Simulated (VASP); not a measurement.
La2O3:

```
La O
1.0
     3.93800    0.00000    0.00000
    -1.96900    3.41041    0.00000
     0.00000    0.00000    6.13600
La O
2 3
Direct
  0.33333 0.66667 0.24540
  0.66667 0.33333 0.75460
  0.33333 0.66667 0.64710
  0.66667 0.33333 0.35290
  0.00000 0.00000 0.00000
```

The cell was built by a generator and needn't be a form met in nature.

Base run:

```yaml
Program: VASP 6.6.1
Functional: r2SCAN
Potentials_or_basis: VASP PAW PBE potentials, release 64 (La, O)
Cutoff: 520 eV
k_mesh: 8 × 8 × 5
Occupations: gaussian, width 0.05 eV
Spin: no spin polarisation
```

Its results: band gap on the k mesh 4.32 eV, indirect (least direct gap 4.46 eV); pressure -0.9 GPa; largest force 0.115 eV/Å.

Q: After a change of settings the same cell gave: band gap on the k mesh 3.83 eV, indirect (least direct gap 3.98 eV); pressure -4.2 GPa; largest force 0.227 eV/Å. Which change was it?
A. functional from r2SCAN to PBEsol
B. functional from r2SCAN to PBE; further incar settings from ALGO = Normal; EDIFF = 1e-06 to ALGO = Fast; EDIFF = 1e-07; NBANDS = 68
C. functional from r2SCAN to SCAN
D. functional from r2SCAN to LDA; potentials or basis from VASP PAW PBE potentials, release 64 (La, O) to VASP PAW LDA potentials, release 64 (La, O)

A: A.

r2SCAN gives the wider gap, since meta-GGAs in the generalised Kohn-Sham scheme recover part of the derivative discontinuity.

Caveats: the PAW data sets were made with another functional, which shifts forces and pressure a little; spin-orbit coupling is left out, which moves the levels of the heavy elements; an odd mesh through Γ misses points on the zone boundary, where band edges often lie.

Not every run made on this cell is shown here.
